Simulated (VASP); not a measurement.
A run of VASP 6.6.1 is set up as follows.

File INCAR:

```
ALGO = Normal
EDIFF = 1E-7
EDIFFG = -0.002
ENCUT = 520
GGA = PE
IBRION = 2
ISIF = 3
ISMEAR = 0
LASPH = T
LCHARG = F
LREAL = F
LWAVE = F
NELM = 60
NSW = 80
PREC = Accurate
SIGMA = 0.1
```

File KPOINTS:

```
k-points
0
Gamma
  12 12 10
```

POSCAR

```
WC                                      
1.0
    2.9242424048      0.0000000000      0.0000000000
   -1.4621212024      2.5324682134     -0.0000000000
    0.0000000000      0.0000000000      2.8503755950
  W               C             
     1     1
Direct
     0.0000000000000000    0.0000000000000000    0.0000000000000000
     0.6666666699999979    0.3333333300000021    0.5000000000000000
```

Potentials or basis: VASP PAW PBE potentials, release 64 (W_sv, C).

Run with:

```console
$ cat potpaw_PBE.64/W_sv/POTCAR potpaw_PBE.64/C/POTCAR > POTCAR
$ mpirun -np 1 vasp_std > vasp.out
```

(1) What does it give for the band gap on the k mesh?

## Answers

(1) none (metal or under the smearing width).

Caveat: the relaxation stopped at its first step, so nothing moved.
